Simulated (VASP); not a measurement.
# Sb in VASP: density of states with PBE+D3(BJ)

Aim: the density of states of Sb with PBE+D3(BJ).

All numbers are computed with VASP 6.6.1; they aren't measurements. Logs are shortened: lines on timing, memory, paths and dates and some standing lists are left out, and cuts for length are marked.

### 1 Starting point

The cell holds a slab with vacuum, 2 atoms: a = 4.069 Å, b = 4.069 Å, c = 28.000 Å, α = 90.00°, β = 90.00°, γ = 120.00°.

The cell was built by a generator and needn't be a form met in nature.

### 2 Density of states, PBE+D3(BJ)

POSCAR

```
Sb
1.0
    4.0686851802      0.0000000000      0.0000000000
   -2.0343425901      3.5235847261      0.0000000000
    0.0000000000      0.0000000000     28.0000000000
Sb
2
Direct
    0.3333333333      0.6666666667      0.5294645393
    0.6666666667      0.3333333333      0.4705354607
```

INCAR.step1

```
SYSTEM = Sb
  PREC = Accurate
  ENCUT = 520
  EDIFF = 1E-7
  ISMEAR = 0
  SIGMA = 0.02
  LREAL = .FALSE.
  LASPH = .TRUE.
  NELM = 100
  ALGO = Fast
  ISIF = 2
  LWAVE = .FALSE.
  LCHARG = .TRUE.
  LDIPOL = .TRUE.
  IDIPOL = 3
  DIPOL = 0.5 0.5 0.500
  GGA = PE
  IVDW = 12
  NBANDS = 12
```

KPOINTS.step1

```
Automatic mesh
0
G
  9 9 1
  0 0 0
```

INCAR.step2

```
SYSTEM = Sb
  PREC = Accurate
  ENCUT = 520
  EDIFF = 1E-7
  ISMEAR = -5
  SIGMA = 0.02
  LREAL = .FALSE.
  LASPH = .TRUE.
  NELM = 100
  ALGO = Fast
  ISIF = 2
  LWAVE = .FALSE.
  LCHARG = .FALSE.
  LDIPOL = .TRUE.
  IDIPOL = 3
  DIPOL = 0.5 0.5 0.500
  GGA = PE
  IVDW = 12
  LORBIT = 11
  NEDOS = 1001
  ICHARG = 11
```

KPOINTS.step2

```
Automatic mesh
0
G
  14 14 1
  0 0 0
```

Potentials or basis: VASP PAW PBE potentials, release 64 (Sb).

Run with:

```console
$ cat potpaw_PBE.64/Sb/POTCAR > POTCAR
$ cp INCAR.step1 INCAR
$ cp KPOINTS.step1 KPOINTS
$ mpirun -np 1 vasp_std > vasp.out
$ cp INCAR.step2 INCAR
$ cp KPOINTS.step2 KPOINTS
$ mpirun -np 1 vasp_std > vasp.out
```

OUTCAR:

```text
SYSTEM = Sb
   PREC = Accurate
   ENCUT = 520
   EDIFF = 1E-7
   ISMEAR = -5
   LREAL = .FALSE.
   LASPH = .TRUE.
   NELM = 100
   ISIF = 2
   GGA = PE
   IVDW = 12
   LORBIT = 11
   ICHARG = 11
 IVDW          = 12

 ion  position               nearest neighbor table
   1  0.333  0.667  0.529-   2 2.87   2 2.87   2 2.87
   2  0.667  0.333  0.471-   1 2.87   1 2.87   1 2.87

  LATTYP: Found a hexagonal cell.
 ALAT       =     4.0686851802
 C/A-ratio  =     6.8818300655

  Lattice vectors:

 A1 = (   4.0686851802,   0.0000000000,   0.0000000000)
 A2 = (  -2.0343425901,   3.5235847261,   0.0000000000)
 A3 = (   0.0000000000,   0.0000000000,  28.0000000000)

Analysis of symmetry for initial positions (statically):
=====================================================================
 Subroutine PRICEL returns:
 Original cell was already a primitive cell.

 Routine SETGRP: Setting up the symmetry group for a
 hexagonal supercell.

 Subroutine GETGRP returns: Found 12 space group operations
 (whereof 12 operations were pure point group operations)
 out of a pool of 24 trial point group operations.

The static configuration has the point symmetry D_3d.

Analysis of symmetry for dynamics (positions and initial velocities):
=====================================================================
 Subroutine PRICEL returns:
 Original cell was already a primitive cell.

 Routine SETGRP: Setting up the symmetry group for a
 hexagonal supercell.

 Subroutine GETGRP returns: Found 12 space group operations
 (whereof 12 operations were pure point group operations)
 out of a pool of 24 trial point group operations.

The dynamic configuration has the point symmetry D_3d.

 Subroutine INISYM returns: Found 12 space group operations
 (whereof 12 operations are pure point group operations),
 and found     1 'primitive' translations

----------------------------------------------------------------------------------------

                                     Primitive cell

  volume of cell :     401.4180

  direct lattice vectors                    reciprocal lattice vectors
     4.068685180  0.000000000  0.000000000     0.245779645  0.141900944  0.000000000
    -2.034342590  3.523584726  0.000000000     0.000000000  0.283801889  0.000000000
     0.000000000  0.000000000 28.000000000     0.000000000  0.000000000  0.035714286

  length of vectors
     4.068685180  4.068685180 28.000000000     0.283801889  0.283801889  0.035714286

  position of ions in fractional coordinates (direct lattice)
     0.333333333  0.666666667  0.529464539
     0.666666667  0.333333333  0.470535461

  ion indices of the primitive-cell ions
   primitive index   ion index
                 1           1
                 2           2

----------------------------------------------------------------------------------------

 KPOINTS: Automatic mesh

Automatic generation of k-mesh.
 Grid dimensions read from file:
 generate k-points for:   14   14    1

 Generating k-lattice:

  Cartesian coordinates                     Fractional coordinates (reciprocal lattice)
     0.017555689  0.010135782  0.000000000     0.071428571  0.000000000  0.000000000
     0.000000000  0.020271563  0.000000000     0.000000000  0.071428571  0.000000000
     0.000000000  0.000000000  0.035714286     0.000000000  0.000000000  1.000000000

  Length of vectors
     0.020271563  0.020271563  0.035714286

  Shift w.r.t. Gamma in fractional coordinates (k-lattice)
     0.000000000  0.000000000  0.000000000

 TETIRR: Found    105 inequivalent tetrahedra from     1176

 Subroutine IBZKPT returns following result:
 ===========================================

 Found     24 irreducible k-points:

 Following reciprocal coordinates:
            Coordinates               Weight
  0.000000  0.000000  0.000000      1.000000
  0.071429  0.000000  0.000000      6.000000
  0.142857  0.000000  0.000000      6.000000
  0.214286  0.000000  0.000000      6.000000
  0.285714 -0.000000  0.000000      6.000000
  0.357143  0.000000  0.000000      6.000000
[... 16 lines left out ...]
  0.285714  0.285714  0.000000      6.000000
  0.357143  0.285714  0.000000      6.000000
   k-points           NKPTS =     24   k-points in BZ     NKDIM =     24   number of bands    NBANDS=      9
   number of dos      NEDOS =   1001   number of ions     NIONS =      2
   total plane-waves  NPLWV = 189000
   dimension x,y,z NGX =    30 NGY =   30 NGZ =  210
   dimension x,y,z NGXF=    60 NGYF=   60 NGZF=  420
   ions per type =               2
   NGX,Y,Z   is equivalent  to a cutoff of  12.26, 12.26, 12.47 a.u.
   NGXF,Y,Z  is equivalent  to a cutoff of  24.52, 24.52, 24.94 a.u.
 SYSTEM =  Sb
   PREC   = accura    normal or accurate (medium, high low for compatibility)
   ISTART =      0    job   : 0-new  1-cont  2-samecut
   ICHARG =     11    charge: 1-file 2-atom 10-const
   ISPIN  =      1    spin polarized calculation?
   LNONCOLLINEAR =      F non collinear calculations
   LSORBIT =      F    spin-orbit coupling
   LASPH  =      T    aspherical Exc in radial PAW
   ENCUT  =  520.0 eV  38.22 Ry    6.18 a.u.   7.57  7.57 52.06*2*pi/ulx,y,z
   NELM   =    100;   NELMIN=  2; NELMDL=  0     # of ELM steps
   EDIFF  = 0.1E-06   stopping-criterion for ELM
   LREAL  =      F    real-space projection
   EDIFFG = 0.1E-05   stopping-criterion for IOM
   NSW    =      0    number of steps for IOM
   IBRION =     -1    ionic relax: 0-MD 1-quasi-New 2-CG
   NFREE  =      0    steps in history (QN), initial steepest desc. (CG)
   ISIF   =      2    stress and relaxation
   ISYM   =      2    0-nonsym 1-usesym 2-fastsym
   POTIM  = 0.5000    time-step for ionic-motion
   TEBEG  =    0.0;   TEEND  =   0.0 temperature during run
   PSTRESS=    0.0 pullay stress
   NELECT =      10.0000    total number of electrons
   NUPDOWN=      -1.0000    fix difference up-down
   EMIN   =  10.00;   EMAX   =-10.00  energy-range for DOS
   EFERMI =   0.00;   METHOD = LEGACY
   ISMEAR =    -5;   SIGMA  =   0.02  broadening in eV -4-tet -1-fermi 0-gaus
   EFERMI_NEDOS =   21; number of points for ismear=-14 and -15
   IALGO  =     68    algorithm
   IMIX   =      4    mixing-type and parameters
     AMIX     =   0.40;   BMIX     =  1.00
     AMIX_MAG =   1.60;   BMIX_MAG =  1.00
  volume/ion in A,a.u.               =     200.71      1354.45
  Fermi-wavevector in a.u.,A,eV,Ry     =   0.478126  0.903528  3.110355  0.228605
  Thomas-Fermi vector in A             =   1.474433
   LORBIT       =     11    0 simple, 1 ext, 2 COOP (PROOUT), +10 PAW based schemes
   GGA     = PE    functional components
   LHFCALC =     F    Hartree Fock is set to
   AEXX    =    0.0000 exact exchange contribution
   IVDW    =    12    specifies the selected vdW correction
   LEPSILON=     F    determine dielectric tensor
   LRPA    =     F    only Hartree local field effects (RPA)
 non-spin polarized calculation
 RMM-DIIS sequential band-by-band and
 Fermi weights with tetrahedron method with Bloechl corrections
  energy-cutoff  :      520.00
  volume of cell :      401.42
 maximum number of plane-waves:     10875

 number of electron      10.0000000 magnetization

 dipolmoment           0.000000      0.000000     -0.000000 electrons x Angstroem

 Free energy of the ion-electron system (eV)
  ---------------------------------------------------
  ext. energy  EPLUGINS =         0.00000000
  ---------------------------------------------------
  free energy    TOTEN  =        -8.10104890 eV

  energy without entropy =       -8.10104890  energy(sigma->0) =       -8.10104890

 E-fermi :  -3.0117     XC(G=0):  -1.9445

 val. band max:       -3.0197702109   @ k =   0.0000   0.0000   0.0000
 cond. band min:      -1.8290214123   @ k =   0.2857  -0.0000   0.0000
 fundamental gap:      1.1907487986
 Fermi energy:        -3.0117388770

 k-point     1 :       0.0000    0.0000    0.0000
  band No.  band energies     occupation
      1     -14.5147      2.00000
      2      -9.4464      2.00000
      3      -3.7847      2.00000
      4      -3.0198      2.00000
      5      -3.0198      2.00000
      6      -1.3829      0.00000
      7      -0.2208      0.00000
      8      -0.2208      0.00000
      9       1.4367      0.00000

 k-point     2 :       0.0714    0.0000    0.0000
  band No.  band energies     occupation
      1     -14.4586      2.00000
      2      -9.4393      2.00000
      3      -3.7572      2.00000
      4      -3.6164      2.00000
      5      -3.1544      2.00000
      6      -0.9517      0.00000
      7      -0.3209      0.00000
      8      -0.0922      0.00000
      9       1.2453      0.00000

 k-point     3 :       0.1429    0.0000    0.0000
  band No.  band energies     occupation
      1     -14.2915      2.00000
      2      -9.4361      2.00000
      3      -4.5862      2.00000
      4      -3.6906      2.00000
      5      -3.4718      2.00000
      6      -1.1104      0.00000
      7       0.1320      0.00000
      8       0.1816      0.00000
      9       1.4707      0.00000

 k-point     4 :       0.2143    0.0000    0.0000
  band No.  band energies     occupation
      1     -14.0179      2.00000
      2      -9.4976      2.00000
      3      -5.4464      2.00000
      4      -3.8373      2.00000
      5      -3.6486      2.00000
      6      -1.5669      0.00000
      7       0.4164      0.00000
      8       0.4710      0.00000
      9       1.6499      0.00000

 k-point     5 :       0.2857   -0.0000    0.0000
  band No.  band energies     occupation
      1     -13.6475      2.00000
      2      -9.7192      2.00000
      3      -6.0162      2.00000
      4      -4.1686      2.00000
      5      -3.7573      2.00000
      6      -1.8290      0.00000
      7       0.2594      0.00000
      8       0.5271      0.00000
      9       1.9550      0.00000

 k-point     6 :       0.3571    0.0000    0.0000
  band No.  band energies     occupation
      1     -13.2038      2.00000
      2     -10.1421      2.00000
      3      -6.2250      2.00000
      4      -4.4245      2.00000
      5      -4.0745      2.00000
      6      -1.7904      0.00000
      7      -0.1565      0.00000
      8       0.5410      0.00000
      9       2.2942      0.00000
[... 169 lines left out ...]
 k-point    21 :       0.2857    0.2143    0.0000
  band No.  band energies     occupation
      1     -12.6299      2.00000
      2     -10.6203      2.00000
      3      -6.1886      2.00000
      4      -5.6251      2.00000
      5      -4.2044      2.00000
      6      -1.1123      0.00000
      7      -0.3451      0.00000
      8       0.7540      0.00000
      9       2.9116      0.00000

 k-point    22 :       0.3571    0.2143    0.0000
  band No.  band energies     occupation
      1     -12.2143      2.00000
      2     -11.0469      2.00000
      3      -6.4191      2.00000
      4      -5.3224      2.00000
      5      -4.5600      2.00000
      6      -1.3139      0.00000
      7       0.0472      0.00000
      8       0.4583      0.00000
      9       2.8049      0.00000

 k-point    23 :       0.2857    0.2857    0.0000
  band No.  band energies     occupation
      1     -12.1702      2.00000
      2     -11.0566      2.00000
      3      -6.5253      2.00000
      4      -5.3610      2.00000
      5      -4.5149      2.00000
      6      -1.4672      0.00000
      7       0.0429      0.00000
      8       0.7678      0.00000
      9       3.6857      0.00000

 k-point    24 :       0.3571    0.2857    0.0000
  band No.  band energies     occupation
      1     -11.8407      2.00000
      2     -11.3778      2.00000
      3      -6.6580      2.00000
      4      -5.0993      2.00000
      5      -4.7721      2.00000
      6      -1.6081      0.00000
      7       0.3620      0.00000
      8       0.5710      0.00000
      9       3.5666      0.00000

------------------------ aborting loop because EDIFF is reached ----------------------------------------

 vacuum level on the upper side and lower side of the slab       (xc-potential included)        -0.010        -0.010

 Edisp (eV)   -0.47316

 E8    (eV) :    -0.2355

  FORCE on cell =-STRESS in cart. coord.  units (eV):
  Direction    XX          YY          ZZ          XY          YZ          ZX
  --------------------------------------------------------------------------------------
  -------------------------------------------------------------------------------------
  Total       0.01607     0.01607     0.13263     0.00000     0.00000     0.00000
  in kB       0.06412     0.06412     0.52936     0.00000     0.00000     0.00000
  external pressure =        0.22 kB  Pullay stress =        0.00 kB

 VOLUME and BASIS-vectors are now :
 -----------------------------------------------------------------------------
  energy-cutoff  :      520.00
  volume of cell :      401.42
      direct lattice vectors                 reciprocal lattice vectors
     4.068685180  0.000000000  0.000000000     0.245779645  0.141900944  0.000000000
    -2.034342590  3.523584726  0.000000000     0.000000000  0.283801889  0.000000000
     0.000000000  0.000000000 28.000000000     0.000000000  0.000000000  0.035714286

 POSITION                                       TOTAL-FORCE (eV/Angst)
 -----------------------------------------------------------------------------------
     -0.00000      2.34906     14.82501        -0.000000     -0.000000      0.089443
      2.03434      1.17453     13.17499         0.000000      0.000000     -0.089443
 -----------------------------------------------------------------------------------
    total drift:                               -0.000000     -0.000000     -0.000000

  FREE ENERGIE OF THE ION-ELECTRON SYSTEM (eV)
  ---------------------------------------------------
  free  energy   TOTEN  =        -8.5742074976 eV

  energy  without entropy=       -8.5742074976  energy(sigma->0) =       -8.57420750

 vacuum level on the upper side and lower side of the slab         1.706         1.706

 total charge

# of ion       s       p       d       tot
------------------------------------------
    1        1.211   1.170   0.028   2.408
    2        1.211   1.170   0.028   2.408
--------------------------------------------------
tot          2.422   2.340   0.055   4.817
```

It took 2.4 min on 1 thread of Intel Xeon Platinum 8488C (Sapphire Rapids), shared host; peak memory 0.44 GiB.

What came out:

```yaml
Valence_electrons_inside_the_program's_atomic_spheres: Sb 2.41
Dispersion_energy_per_atom: -0.237 eV
```

Levels at points of the mesh, in eV from the valence-band top:
| k point | band 2 | band 3 | band 4 | band 5 | band 6 | band 7 | band 8 | band 9 |
| --- | --- | --- | --- | --- | --- | --- | --- | --- |
| (0.00, 0.00, 0.00) | -6.43 | -0.76 | 0.00 | 0.00 | 1.64 | 2.80 | 2.80 | 4.46 |
| (0.50, 0.00, 0.00) | -7.88 | -3.09 | -1.62 | -1.60 | 1.58 | 2.32 | 3.53 | 4.96 |

States per cell in windows of 0.5 eV (zero at the valence-band top; states under -8 eV left out):
| from (eV) | total | Sb1_p | Sb2_p | Sb1_s | Sb2_s | Sb1_d | Sb2_d |
| --- | --- | --- | --- | --- | --- | --- | --- |
| -8.0 | 0.57 | 0.01 | 0.01 | 0.16 | 0.16 | 0.00 | 0.00 |
| -7.5 | 0.39 | 0.01 | 0.01 | 0.12 | 0.12 | 0.00 | 0.00 |
| -7.0 | 0.51 | 0.01 | 0.01 | 0.16 | 0.16 | 0.00 | 0.00 |
| -6.5 | 0.23 | 0.00 | 0.00 | 0.07 | 0.07 | 0.00 | 0.00 |
| -6.0 | 0.00 | 0.00 | 0.00 | 0.00 | 0.00 | 0.00 | 0.00 |
| -5.5 | 0.00 | 0.00 | 0.00 | 0.00 | 0.00 | 0.00 | 0.00 |
| -5.0 | 0.00 | 0.00 | 0.00 | 0.00 | 0.00 | 0.00 | 0.00 |
| -4.5 | 0.00 | 0.00 | 0.00 | 0.00 | 0.00 | 0.00 | 0.00 |
| -4.0 | 0.11 | 0.02 | 0.02 | 0.00 | 0.00 | 0.00 | 0.00 |
| -3.5 | 1.17 | 0.18 | 0.18 | 0.03 | 0.03 | 0.00 | 0.00 |
| -3.0 | 0.58 | 0.10 | 0.10 | 0.00 | 0.00 | 0.00 | 0.00 |
| -2.5 | 0.82 | 0.15 | 0.15 | 0.01 | 0.01 | 0.00 | 0.00 |
| -2.0 | 0.98 | 0.19 | 0.19 | 0.01 | 0.01 | 0.00 | 0.00 |
| -1.5 | 0.98 | 0.19 | 0.19 | 0.02 | 0.02 | 0.00 | 0.00 |
| -1.0 | 1.12 | 0.22 | 0.22 | 0.02 | 0.02 | 0.00 | 0.00 |
| -0.5 | 0.18 | 0.04 | 0.04 | 0.00 | 0.00 | 0.00 | 0.00 |
| 0.0 | 0.00 | 0.00 | 0.00 | 0.00 | 0.00 | 0.00 | 0.00 |
| 0.5 | 0.00 | 0.00 | 0.00 | 0.00 | 0.00 | 0.00 | 0.00 |
| 1.0 | 0.34 | 0.04 | 0.04 | 0.01 | 0.01 | 0.00 | 0.00 |
| 1.5 | 1.23 | 0.18 | 0.18 | 0.02 | 0.02 | 0.02 | 0.02 |
| 2.0 | 0.62 | 0.09 | 0.09 | 0.01 | 0.01 | 0.01 | 0.01 |
| 2.5 | 1.24 | 0.20 | 0.20 | 0.02 | 0.02 | 0.02 | 0.02 |
| 3.0 | 1.62 | 0.30 | 0.30 | 0.02 | 0.02 | 0.02 | 0.02 |
| 3.5 | 0.89 | 0.16 | 0.16 | 0.02 | 0.02 | 0.01 | 0.01 |
| 4.0 | 0.15 | 0.00 | 0.00 | 0.00 | 0.00 | 0.00 | 0.00 |
| 4.5 | 0.40 | 0.01 | 0.01 | 0.00 | 0.00 | 0.01 | 0.01 |
| 5.0 | 0.94 | 0.02 | 0.02 | 0.00 | 0.00 | 0.04 | 0.04 |
| 5.5 | 0.32 | 0.01 | 0.01 | 0.00 | 0.00 | 0.02 | 0.02 |
| 6.0 | 0.13 | 0.00 | 0.00 | 0.00 | 0.00 | 0.01 | 0.01 |
| 6.5 | 0.05 | 0.00 | 0.00 | 0.00 | 0.00 | 0.00 | 0.00 |
